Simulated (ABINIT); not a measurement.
# BN: band structure with SCAN

**Measured values to compare with.**

From a printed reference work, monograph, for a bulk crystal of BN at 300 K: band gap 6.4 eV (indirect).

BN:

```
N B
1.0
     0.00000    1.81300    1.81300
     1.81300    0.00000    1.81300
     1.81300    1.81300    0.00000
N B
1 1
Direct
  0.25000 0.25000 0.25000
  0.00000 0.00000 0.00000
```

The cell is a database's computed one.

```
Program             : ABINIT 10.8.3 (patched build)
Task                : band structure
Functional          : SCAN
Potentials or basis : JTH PAW PBE v2.0
Cutoff              : 816 eV
k mesh              : 13 × 13 × 13
Occupations         : fermi-dirac, width 0.05 eV
Spin                : no spin polarisation
Fine-grid cutoff    : 1414.99 eV
```

```json
{
  "Pressure": "-4.0 GPa",
  "Band gap on the k mesh": "5.01 eV, indirect (least direct gap 9.42 eV)",
  "Band gap along the path": "4.93 eV, indirect (least direct gap 9.42 eV)",
  "Valence electrons inside the program's atomic spheres": "N 2.72; B 2.03"
}
```

Levels at the corners of the path, in eV from the valence-band top:
| point | band 1 | band 2 | band 3 | band 4 | band 5 | band 6 | band 7 | band 8 |
| --- | --- | --- | --- | --- | --- | --- | --- | --- |
| Γ | -21.19 | 0.00 | 0.00 | 0.00 | 9.42 | 9.42 | 9.42 | 10.87 |
| X | -15.54 | -9.26 | -5.05 | -5.05 | 4.93 | 9.75 | 19.04 | 19.04 |
| W | -15.26 | -7.94 | -7.13 | -6.63 | 10.26 | 14.07 | 15.37 | 15.38 |
| K | -15.48 | -8.47 | -7.82 | -4.20 | 7.44 | 13.57 | 16.78 | 17.68 |
| Γ | -21.19 | 0.00 | 0.00 | 0.00 | 9.42 | 9.42 | 9.42 | 10.87 |
| L | -16.95 | -11.00 | -2.00 | -2.00 | 10.62 | 11.37 | 11.37 | 16.26 |
| U | -15.48 | -8.47 | -7.82 | -4.20 | 7.44 | 13.57 | 16.78 | 17.68 |
| W | -15.26 | -7.94 | -7.13 | -6.63 | 10.26 | 14.07 | 15.37 | 15.38 |
| L | -16.95 | -11.00 | -2.00 | -2.00 | 10.62 | 11.37 | 11.37 | 16.26 |
| K | -15.48 | -8.47 | -7.82 | -4.20 | 7.44 | 13.57 | 16.78 | 17.68 |

Run time: 100 s on 1 thread of Arm Neoverse N1, on a shared host, peak memory 0.11 GiB.

Measured gap of BN: 6.4 eV (indirect; 300 K; a printed reference work, monograph). This calculation gives 4.93 eV (-1.47 eV). The value is that of SCAN, without temperature or zero-point motion. The cell is a database's relaxed one, not the measured one, which moves gaps too.

Caveat: the PAW data sets were made with another functional, which shifts forces and pressure a little.
